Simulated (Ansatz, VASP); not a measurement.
Given: the input of a run of Ansatz 0.2.0 on GaN.

Contents of input.yaml:

```yaml
crystal:
  lattice:
    - [0.0, 2.135235, 2.135235]
    - [2.135235, 0.0, 2.135235]
    - [2.135235, 2.135235, 0.0]
  atoms:
    - { symbol: Ga, position: [0.0, 0.0, 0.0] }
    - { symbol: "N", position: [0.5, 0.5, 0.5] }
hamiltonian:
  xc: { exchange: pbe, correlation: pbe, exx: { coeff: 0.2, omega: 0.2 } }
  pseudopotentials: { kind: paw }
kpoints:
  mp_grid: { grid: [6, 6, 6] }
scf:
  occupations: { method: fermi_dirac, width: 0.05 }
output:
  forces: true
  stress: true
  eigenvalues: true
```

Potentials or basis: Ansatz PAW.

Command:

```bash
$ ansatz run input.yaml --threads 2 --pin off --max-ram 5632MiB --backend cpu --events-out ev --progress --plain --runs-dir out
```

Task: Translate it to VASP 6.6.1. Potentials there: VASP PAW PBE potentials, release 64 (Ga_d, N).

Result: As run (the cutoff follows the program's own potentials):

Contents of POSCAR:

```
GaN
1.0
    0.0000000000      2.1352350000      2.1352350000
    2.1352350000      0.0000000000      2.1352350000
    2.1352350000      2.1352350000      0.0000000000
Ga N
1 1
Direct
    0.0000000000      0.0000000000      0.0000000000
    0.5000000000      0.5000000000      0.5000000000
```

INCAR.step1

```
  ALGO = Normal
  EDIFF = 1E-5
  ENCUT = 520
  GGA = PE
  ISIF = 2
  ISMEAR = -1
  LASPH = T
  LCHARG = F
  LREAL = F
  LWAVE = T
  NELM = 80
  PREC = Accurate
  SIGMA = 0.05
```

Contents of INCAR.step2:

```
  AEXX = 0.2
  ALGO = Normal
  EDIFF = 1E-6
  ENCUT = 520
  GGA = PE
  HFSCREEN = 0.2
  ISIF = 2
  ISMEAR = -1
  ISTART = 1
  LASPH = T
  LCHARG = F
  LHFCALC = T
  LREAL = F
  LWAVE = F
  NELM = 80
  PREC = Accurate
  PRECFOCK = Fast
  SIGMA = 0.05
```

KPOINTS

```
k-points
0
Gamma
  6 6 6
```

Potentials or basis: VASP PAW PBE potentials, release 64 (Ga_d, N).

The run is started by

```console
$ cat potpaw_PBE.64/Ga_d/POTCAR potpaw_PBE.64/N/POTCAR > POTCAR
$ cp INCAR.step1 INCAR
$ mpirun -np 1 vasp_std > vasp.out
$ cp INCAR.step2 INCAR
$ mpirun -np 1 vasp_std > vasp.out
```

Both were run:

|  | VASP | Ansatz | Ansatz less VASP |
| --- | --- | --- | --- |
| gap on the k mesh at the Fermi level (eV) | 1.36 | 1.37 | +0.009 |
| least direct gap on the mesh (eV) | 3.38 | 3.37 | -0.005 |
| pressure (GPa) | -7.2 | -8.2 | -0.98 |

Caveats: the k mesh is coarse (spacing up to 0.42 Å⁻¹), so the values aren't converged, least of all with exact exchange; the PAW data sets were made with another functional, which shifts forces and pressure a little (VASP); the pressure holds a Pulay correction of +0.6 GPa for the finite cutoff (Ansatz); the PAW data sets come from PBE, with cores solved anew for the run's functional, which leaves a small shift of forces and pressure (Ansatz); the thresholds are loose for stress (Ansatz). A k mesh can miss the band edges.
